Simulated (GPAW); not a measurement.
Wanted: an ASE script for a GPAW 26.7.0 run.

* Task: equation of state
* Functional: PBEint
* Potentials or basis: PAW data sets generated in the run's folder for this functional
* Cutoff: 600 eV
* Basis: pw
* k mesh: 6 × 6 × 6
* Occupations: fermi-dirac, width 0.05 eV
* Spin: no spin polarisation
* Maxiter: 150
* Eos scales: [0.94, 0.96, 0.98, 1.0, 1.02, 1.04, 1.06]

The structure of InAs lies in InAs.xyz:

```xyz
2
Lattice="0.0000000000 3.0180000000 3.0180000000 3.0180000000 0.0000000000 3.0180000000 3.0180000000 3.0180000000 0.0000000000" Properties=species:S:1:pos:R:3 pbc="T T T"
In     0.0000000000      0.0000000000      0.0000000000
As     4.5270000000      4.5270000000      4.5270000000
```

The input as run:

run.py

```python
from ase.eos import EquationOfState
from ase.io import Trajectory, read
from ase.units import GPa
from gpaw import GPAW, PW, setup_paths

setup_paths.insert(0, '.')

atoms = read('InAs.xyz')

traj = Trajectory('eos.traj', 'w')
volumes, energies = [], []
for x in [0.94, 0.96, 0.98, 1.0, 1.02, 1.04, 1.06]:
    a = atoms.copy()
    a.set_cell(atoms.cell * x**(1 / 3), scale_atoms=True)
    calc = GPAW(mode=PW(600),
                xc='GGA_X_PBEINT+GGA_C_PBEINT',
                kpts={'size': (6, 6, 6), 'gamma': True},
                occupations={'name': 'fermi-dirac', 'width': 0.05},
                nbands=18,
                convergence={'density': 1e-05, 'energy': 1e-05},
                maxiter=150,
                txt=f'eos-{x:.2f}.txt')
    a.calc = calc
    energies.append(a.get_potential_energy(force_consistent=True))
    volumes.append(a.get_volume())
    p = -a.get_stress()[:3].mean() / GPa
    calc.write(f'eos-{x:.2f}.gpw')
    traj.write(a)
    print(f'{x:.2f} {volumes[-1]:10.4f} A^3 {energies[-1]:14.6f} eV {p:9.3f} GPa', flush=True)

v0, e0, B = EquationOfState(volumes, energies, eos='birchmurnaghan').fit()
print(f'V0 = {v0:.4f} A^3, E0 = {e0:.6f} eV, B0 = {B / GPa:.2f} GPa')
```

Potentials or basis: PAW data sets generated in the run's folder for this functional, pw.

Launch:

```console
$ gpaw-setup -f GGA_X_PBEINT+GGA_C_PBEINT As In
$ OMP_NUM_THREADS=1 python run.py
```

Results of the run:

```
Equilibrium volume                      : 28.55 Å³/atom
Bulk modulus                            : 54 GPa
Pressure derivative of the bulk modulus : 4.4
```

It took 74 s on 1 thread of Arm Neoverse V1, on a shared host, peak memory 0.23 GiB.
